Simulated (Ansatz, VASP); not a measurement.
# Cross-check of Si53C55 (C_Si2) between VASP and Ansatz, part 3 of 3

One calculation is typed for both programs; each brings its own data sets. How far apart do they land? Of the first pair: The structure shown is the start of the Ansatz relaxation below; VASP solves that cell, so the two are compared at the walk's first step.

VASP 6.6.1 and Ansatz 0.2.0.

So far. Step 3 (VASP: single point, r2SCAN, start cell, pair 1): The run ends at a pressure of -2.75 GPa, with forces up to 3.2 eV/Å.

## (6) VASP: single point, r2SCAN, relaxed cell, pair 2

Level of this step: r2SCAN, spin-polarised from a ferromagnetic start; plane waves and PAW (Si, C) (VASP).

The same cell, functional and mesh now go to VASP, with its own data sets.

INCAR reads:

```
SYSTEM = Si53C55
PREC = Accurate
ENCUT = 580
EDIFF = 1E-06
NELM = 200
ISMEAR = 0
SIGMA = 0.01
LREAL = Auto
ALGO = Normal
METAGGA = R2SCAN
LASPH = .TRUE.
NELECT = 431
NBANDS = 296
ISPIN = 2
MAGMOM = 0 0 0 0 0 0 0 0 0 0 0 0 0 0 0 0 0 0 0 0 0 0 0 0 0 0 0 0 0 0 0 0 0 0 0 0 0 0 0 0 0 0 0 0 0 0 0 0 0 0 0 0 0 0.01 0.01 0.01 0.01 0.01 0.01 0.01 0.01 0.01 0.01 0.01 0.01 0.01 0.01 0.01 0.01 0.01 0.01 0.01 0.01 0.02 0.01 0.02 0.01 0 0.02 0.01 0.02 0.01 0.01 0.01 0.01 0.01 0.02 0.01 0.02 0.01 0.01 0.01 0.02 0.01 0.01 0.01 0.01 0.01 0.02 0.01 0.02 0.01 0.01 0.01 0.01 0.01 0.01 0.01
LORBIT = 11
LWAVE = .FALSE.
LCHARG = .FALSE.
ISIF = 2
ISYM = 0
NUPDOWN = 1
GGA_COMPAT = .FALSE.
LMIXTAU = .TRUE.
NCORE = 2
```

POSCAR reads:

```
Si53C55
1.0
    9.2359949308     -0.0000000029      0.0000000000
   -4.6179974629      7.9986062407      0.0000000000
    0.0000000000      0.0000000000     15.1078644000
Si C
53 55
Direct
    0.1116899240      0.2210918344      0.8331737415
    0.2214685511      0.1124917353      0.3340499043
    0.2249486774      0.1150565719      0.6660692271
[... 5 atom lines left out ...]
    0.2250389480      0.4426959967      0.6661188490
[... 7 atom lines left out ...]
    0.9987971215      0.6672422111      0.5000949768
[... 1 atom line left out ...]
    0.4475408350      0.2258590749      0.8310070519
[... 1 atom line left out ...]
    0.5569018315      0.1151729674      0.6661491853
[... 1 atom line left out ...]
    0.3319295808      0.0003455799      0.5000670995
[... 1 atom line left out ...]
    0.4473014835      0.5523387515      0.8309930293
    0.5543380312      0.4453057302      0.3338553967
[... 1 atom line left out ...]
    0.3342985017      0.3348597735      0.5033516522
[... 3 atom lines left out ...]
    0.5566952138      0.7742968054      0.6661597334
[... 1 atom line left out ...]
    0.3320131790      0.6671401431      0.5000837212
[... 1 atom line left out ...]
    0.7784649131      0.2210698150      0.8332643706
[... 5 atom lines left out ...]
    0.7736425298      0.5519893494      0.8310563346
[... 1 atom line left out ...]
    0.8841353912      0.4424168854      0.6662047364
[... 1 atom line left out ...]
    0.6643218083      0.3348396003      0.5032827565
[... 1 atom line left out ...]
    0.7784527847      0.8878760727      0.8331903282
[... 1 atom line left out ...]
    0.8841604075      0.7743388090      0.6661246554
[... 1 atom line left out ...]
    0.6642566046      0.6647893030      0.5034037468
[... 3 atom lines left out ...]
    0.1105421065      0.2216527448      0.7081979077
[... 1 atom line left out ...]
    0.2206002227      0.1113037077      0.5417397010
[... 3 atom lines left out ...]
    0.1108142369      0.5549377258      0.7076861878
[... 1 atom line left out ...]
    0.2207186168      0.4449611329      0.5417515903
[... 1 atom line left out ...]
    0.9985451671      0.6643763661      0.8722595357
[... 1 atom line left out ...]
    0.1107789797      0.8885833613      0.7076851772
[... 3 atom lines left out ...]
    0.3351637618      0.0009450254      0.8722497008
[... 1 atom line left out ...]
    0.4561218459      0.2450320478      0.7037139475
[... 1 atom line left out ...]
    0.5543075996      0.1113366904      0.5417458988
[... 1 atom line left out ...]
    0.5554922372      0.4437024653      0.6666311049
    0.3340887565      0.3321362468      0.8744316306
    0.3338063576      0.3353495708      0.3768141015
    0.4554929401      0.5439160063      0.7036925779
[... 1 atom line left out ...]
    0.5543302496      0.4447906331      0.5553814453
[... 1 atom line left out ...]
    0.3350476718      0.6644721680      0.8722943772
[... 1 atom line left out ...]
    0.4444348700      0.8885169272      0.7076607447
[... 1 atom line left out ...]
    0.5543420389      0.7785866579      0.5417399300
[... 3 atom lines left out ...]
    0.7777675067      0.2216016149      0.7082509653
[... 3 atom lines left out ...]
    0.6674606747      0.3320433565      0.8745161929
    0.6644154766      0.3352588675      0.3767653243
    0.7542562917      0.5432309011      0.7037190097
[... 1 atom line left out ...]
    0.8878999708      0.4449864514      0.5417719260
[... 1 atom line left out ...]
    0.6673849717      0.6654869963      0.8744456589
    0.6642847147      0.6658063657      0.3768356911
    0.7777644510      0.8888934846      0.7081853377
[... 1 atom line left out ...]
    0.8879383130      0.7786421831      0.5417541293
    0.7779110251      0.8878676676      0.0416584346
```

KPOINTS reads:

```
Points of the shifted mesh
1
Reciprocal
 0.2500000000  0.2500000000  0.2500000000 1
```

The projector-augmented-wave data sets are Si and C (PBE family, release 64).

Started as:

```sh
$ mpirun -np 8 vasp_std
```

Numbers of over 12 decimals in the logs are rounded to 6 here.

What it wrote:

```text
[banner, memory and clock lines left out]
running    8 mpi-ranks, on    1 nodes
[...]
[... a notice as in an earlier step ...]

 LDA part: xc-table for (None), standard interpolation
 POSCAR, INCAR and KPOINTS ok, starting setup
[...]
entering main loop
       N       E                     dE             d eps       ncg     rms          rms(c)
DAV:   1     0.118727092494E+04    0.11873E+04   -0.21657E+05  1184   0.149E+03
DAV:   2    -0.104677533495E+04   -0.22340E+04   -0.21012E+04  1440   0.254E+02
DAV:   3    -0.120577368842E+04   -0.15900E+03   -0.15717E+03  1472   0.625E+01
DAV:   4    -0.120934794901E+04   -0.35743E+01   -0.35581E+01  1440   0.102E+01
DAV:   5    -0.120945082662E+04   -0.10288E+00   -0.10269E+00  1448   0.162E+00BRMIX: very serious problems
 the old and the new charge density differ
 old charge density:   432.00000 new  431.00000
    0.659E+01
DAV:   6    -0.111157457644E+04    0.97876E+02   -0.27712E+02  1376   0.227E+01    0.369E+01
DAV:   7    -0.105334404029E+04    0.58231E+02   -0.20102E+01  1416   0.805E+00    0.149E+01
DAV:   8    -0.110598306836E+04   -0.52639E+02   -0.14263E+01  1264   0.769E+00    0.104E+01
DAV:   9    -0.107643304764E+04    0.29550E+02   -0.46049E+00  1280   0.453E+00    0.457E+00
[...]
DAV:  24    -0.105305148474E+04   -0.14965E-03   -0.58839E-05  1248   0.180E-02    0.478E-03
DAV:  25    -0.105305148692E+04   -0.21833E-05   -0.41762E-06  1208   0.399E-03    0.283E-03
DAV:  26    -0.105305148685E+04    0.73356E-07   -0.24611E-07   688   0.106E-03
   1 F= -.10530515E+04 E0= -.10530515E+04  d E =-.243938E-16  mag=     1.0000
```

Parts of OUTCAR (step 6):

```text
  FREE ENERGIE OF THE ION-ELECTRON SYSTEM (eV)
  ---------------------------------------------------
  free  energy   TOTEN  =     -1053.0514868475 eV

  energy  without entropy=    -1053.0514868475  energy(sigma->0) =    -1053.05148685

 magnetization (x)
# of ion       s       p       d       tot
------------------------------------------
    1       -0.001  -0.000   0.000  -0.001
    2       -0.000   0.000   0.000  -0.000
    3       -0.001   0.000   0.000  -0.000
    4       -0.000   0.001   0.000   0.000
    5       -0.001   0.001   0.000   0.000
    6       -0.000   0.000   0.000  -0.000
    7       -0.000   0.000   0.000  -0.000
    8       -0.000   0.000   0.000   0.000
    9       -0.001  -0.000   0.000  -0.001
   10       -0.000   0.000   0.000  -0.000
   11       -0.001   0.001   0.000   0.000
   12       -0.000   0.000   0.000   0.000
   13       -0.000   0.000   0.000  -0.000
[...]
--------------------------------------------------
tot          0.007   0.604   0.000   0.611
```

The run ends at a pressure of -4.12 GPa, with forces up to 0.036 eV/Å.

## (7) Side by side

Both answers:

```csv
quantity,Ansatz,VASP,difference
"total moment, fixed by the input (μB)",1.00,1.00,0.00
```

At this near-relaxed geometry the largest component of a force difference is 31 meV/Å. The cell carries a charge of +1 e against a uniform background, so its pressure also hangs on how the neutralising background is counted, and in a defect's cell a gap may be the spacing between its levels.

## (8) What came out

```json
{"r.m.s. force difference (single point, r2SCAN, start cell, pair 1)": "0.52 % of the r.m.s. force", "difference in total moment, fixed by the input (single point, r2SCAN, relaxed cell, pair 2)": "0 μB"}
```

In words: The r.m.s. force difference is 0.52 % of the r.m.s. force (single point, r2SCAN, start cell, pair 1), within the 3 % picked in this series as the mark of a large difference. How closely two codes agree says nothing of how well the functional describes the real material.

[Lines on the potential files, build, host, timing and source positions are cut from VASP's logs without a mark.]

[Logs are printed without paths, hosts, clocks, repeated set-up lines and the standing remarks that a program may print on its own settings, such as how far it seeks lower states.]

[Hosts, paths, dates, database ids (printed as entryN), source tags and the programs' standing remarks are cut or masked in the printed files.]
